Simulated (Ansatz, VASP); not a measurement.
# Na in VASP and in Ansatz

File INCAR:

```
SYSTEM = Na
  PREC = Accurate
  ENCUT = 520
  EDIFF = 1E-7
  ISMEAR = -1
  SIGMA = 0.05
  LREAL = .FALSE.
  LASPH = .TRUE.
  NELM = 80
  ALGO = Fast
  ISIF = 2
  LWAVE = .FALSE.
  LCHARG = .TRUE.
  GGA = PS
  LELF = .TRUE.
  LVHAR = .TRUE.
  NBANDS = 10
```

File KPOINTS:

```
regular mesh
0
G
  9 9 9
  0 0 0
```

The input POSCAR:

```
Na
1.0
   -2.1410000000      2.1410000000      2.1410000000
    2.1410000000     -2.1410000000      2.1410000000
    2.1410000000      2.1410000000     -2.1410000000
Na
1
Direct
    0.0000000000      0.0000000000      0.0000000000
```

Contents of input.yaml:

```yaml
crystal:
  lattice:
    - [-2.141, 2.141, 2.141]
    - [2.141, -2.141, 2.141]
    - [2.141, 2.141, -2.141]
  atoms:
    - { symbol: Na, position: [0.0, 0.0, 0.0] }
hamiltonian:
  xc: pbesol
  pseudopotentials: { kind: paw }
kpoints:
  mp_grid: { grid: [9, 9, 9] }
scf:
  occupations: { method: fermi_dirac, width: 0.05 }
output:
  forces: true
  stress: true
  eigenvalues: true
```

Alike in both runs: task single point; functional PBEsol; k mesh 9 × 9 × 9; occupations fermi-dirac, width 0.05 eV; no spin polarisation.

|  | VASP | Ansatz |
| --- | --- | --- |
| version | VASP 6.6.1 | Ansatz 0.2.0 |
| potentials or method | VASP PAW PBE potentials, release 64 (Na_pv) | Ansatz PAW |
| plane-wave cutoff (eV) | 520 | 420 |
| valence electrons in the cell | 7 | 9 |

```csv
,VASP,Ansatz,Ansatz less VASP
gap on the k mesh at the Fermi level (eV),none,none,-
pressure (GPa),-0.5,-0.5,-0.03
```

A gap of «none» marks a metal or a gap that the smearing closes. The two sets of potentials don't hold the same shells in valence.

Caveats: the PAW data sets were made with another functional, which shifts forces and pressure a little (VASP); the PAW data sets come from PBE, with cores solved anew for the run's functional, which leaves a small shift of forces and pressure (Ansatz).
